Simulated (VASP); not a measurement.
Output of a VASP run:

File OSZICAR:
```
       N       E                     dE             d eps       ncg     rms          rms(c)
DAV:   1     0.792484997186E+02    0.79248E+02   -0.92974E+03  2446   0.241E+03
DAV:   2    -0.278926909430E+02   -0.10714E+03   -0.10554E+03  2530   0.458E+02
DAV:   3    -0.412977231511E+02   -0.13405E+02   -0.13376E+02  3028   0.114E+02
DAV:   4    -0.416783820929E+02   -0.38066E+00   -0.38058E+00  2626   0.204E+01
DAV:   5    -0.416880295076E+02   -0.96474E-02   -0.96473E-02  3058   0.373E+00    0.487E+00
DAV:   6    -0.392881517282E+02    0.23999E+01   -0.35545E-01  2452   0.895E+00    0.354E+00
DAV:   7    -0.392859595228E+02    0.21922E-02   -0.66860E-01  2428   0.991E+00    0.120E+00
DAV:   8    -0.393314454087E+02   -0.45486E-01   -0.55931E-01  2386   0.733E+00    0.236E-01
DAV:   9    -0.393454019368E+02   -0.13957E-01   -0.19145E-02  2782   0.110E+00    0.233E-01
DAV:  10    -0.393455851912E+02   -0.18325E-03   -0.23038E-04  3150   0.148E-01    0.273E-01
DAV:  11    -0.393461998993E+02   -0.61471E-03   -0.99574E-04  2446   0.184E-01    0.312E-01
DAV:  12    -0.393462990920E+02   -0.99193E-04   -0.91306E-03  2380   0.594E-01    0.308E-01
DAV:  13    -0.393477197573E+02   -0.14207E-02   -0.87411E-04  2404   0.235E-01    0.262E-01
DAV:  14    -0.393478961345E+02   -0.17638E-03   -0.44252E-05  2830   0.575E-02    0.241E-01
DAV:  15    -0.393479476668E+02   -0.51532E-04   -0.54587E-04  2398   0.187E-01    0.109E-01
DAV:  16    -0.393480793231E+02   -0.13166E-03   -0.12005E-04  2404   0.893E-02    0.686E-02
DAV:  17    -0.393480891109E+02   -0.97878E-05   -0.12962E-05  2650   0.304E-02    0.686E-02
DAV:  18    -0.393480933620E+02   -0.42511E-05   -0.17849E-06  2470   0.138E-02    0.719E-02
DAV:  19    -0.393480924009E+02    0.96112E-06   -0.11401E-06  2386   0.119E-02    0.597E-02
DAV:  20    -0.393480934309E+02   -0.10300E-05   -0.47124E-07  2416   0.731E-03    0.457E-02
DAV:  21    -0.393480935980E+02   -0.16714E-06   -0.92782E-08  1442   0.363E-03    0.350E-02
DAV:  22    -0.393480940059E+02   -0.40788E-06   -0.21274E-07  1744   0.430E-03    0.150E-02
DAV:  23    -0.393480942062E+02   -0.20026E-06   -0.93551E-08  1244   0.296E-03    0.576E-03
DAV:  24    -0.393480942383E+02   -0.32157E-07   -0.17046E-08  1190   0.163E-03
   1 F= -.39348094E+02 E0= -.39348094E+02  d E =0.000000E+00
       N       E                     dE             ncg
```

**OUTCAR**
```
------------------------ aborting loop because EDIFF is reached ----------------------------------------
  FORCE on cell =-STRESS in cart. coord.  units (eV):
  Direction    XX          YY          ZZ          XY          YZ          ZX
  --------------------------------------------------------------------------------------
  Total        0.0003729      0.0003729      0.0324600      0.0000000     -0.0000000      0.0000000
  in kB        0.0107660      0.0107660      0.9370812      0.0000000     -0.0000001      0.0000000
  external PRESSURE =       0.3195377 kB  Pullay stress =       0.0000000 kB
  volume of cell :       55.50
      direct lattice vectors                 reciprocal lattice vectors
     2.092973239  1.208378393  3.657327948     0.238894598  0.137925852  0.091141233
    -2.092973239  1.208378393  3.657327948    -0.238894598  0.137925852  0.091141233
     0.000000000 -2.416757818  3.657327958     0.000000000 -0.275851704  0.091141195
 POSITION                                       TOTAL-FORCE (eV/Angst)
 -----------------------------------------------------------------------------------
      0.00000     -0.00000      8.42285         0.000000      0.000000     -0.013237
      0.00000     -0.00000      2.54914         0.000000     -0.000000      0.013237
 -----------------------------------------------------------------------------------
    total drift:                               -0.000000     -0.000001      0.006719
  FREE ENERGIE OF THE ION-ELECTRON SYSTEM (eV)
  ---------------------------------------------------
  free  energy   TOTEN  =       -39.3480942383 eV

  energy  without entropy=      -39.3480942383  energy(sigma->0) =      -39.34809424

 total charge

# of ion       s       p       d       tot
------------------------------------------
    1        1.300   0.827  10.007  12.134
    2        1.388   1.976   0.038   3.401
--------------------------------------------------
tot          2.688   2.803  10.045  15.536
```
(Selected blocks of OUTCAR.)

POSCAR:
```
GeTe
1
    2.0929732390     1.2083783929     3.6573279484
   -2.0929732390     1.2083783929     3.6573279484
    0.0000000000    -2.4167578177     3.6573279575
Ge Te
1 1
Direct
  0.7676684189   0.7676684189   0.7676684189
  0.2323315811   0.2323315811   0.2323315811
```

Q: Reconstruct the remaining input files.

A: This is not unique; one that fits is the input of the run itself, r2SCAN meta-GGA, plane waves, VASP's PBE PAW potentials (set 64).

**KPOINTS_OPT**
```
k-points along high-symmetry lines
8
Line-mode
Reciprocal
  0.000000   0.000000   0.000000 ! GAMMA
 -0.500000  -0.500000  -0.500000 ! T

 -0.500000  -0.500000  -0.500000 ! T
 -0.500000  -0.242531  -0.757469 ! H_2

 -0.242531   0.242531  -0.500000 ! H_0
  0.000000   0.000000  -0.500000 ! L

  0.000000   0.000000  -0.500000 ! L
  0.000000   0.000000   0.000000 ! GAMMA

  0.000000   0.000000   0.000000 ! GAMMA
  0.000000   0.371265  -0.371265 ! S_0

 -0.371265   0.000000  -0.628735 ! S_2
 -0.500000   0.000000  -0.500000 ! F

 -0.500000   0.000000  -0.500000 ! F
  0.000000   0.000000   0.000000 ! GAMMA
```

### INCAR
```
# general
SYSTEM  = GeTe
PREC    = Accurate
ENCUT   = 400
LREAL   = .FALSE.
LASPH   = .TRUE.

# electronic loop
EDIFF   = 1E-7
NELM    = 100
ALGO    = Normal
LMAXMIX = 4
LMIXTAU = .TRUE.

# smearing
ISMEAR  = -5

# functional
METAGGA = R2SCAN

# ions
ISIF    = 2

# output
LWAVE   = .FALSE.
LCHARG  = .FALSE.
LORBIT  = 11
NEDOS   = 601
```

KPOINTS:
```
Automatic mesh
0
Gamma
9 9 9
0 0 0
```

POTCAR, in this order: Ge_d Te (PBE.64 set). Program: vasp_std.

The structure was generated: GeTe was put into the alpha-GeTe type (R3m), which need not be its known phase. It was relaxed first.
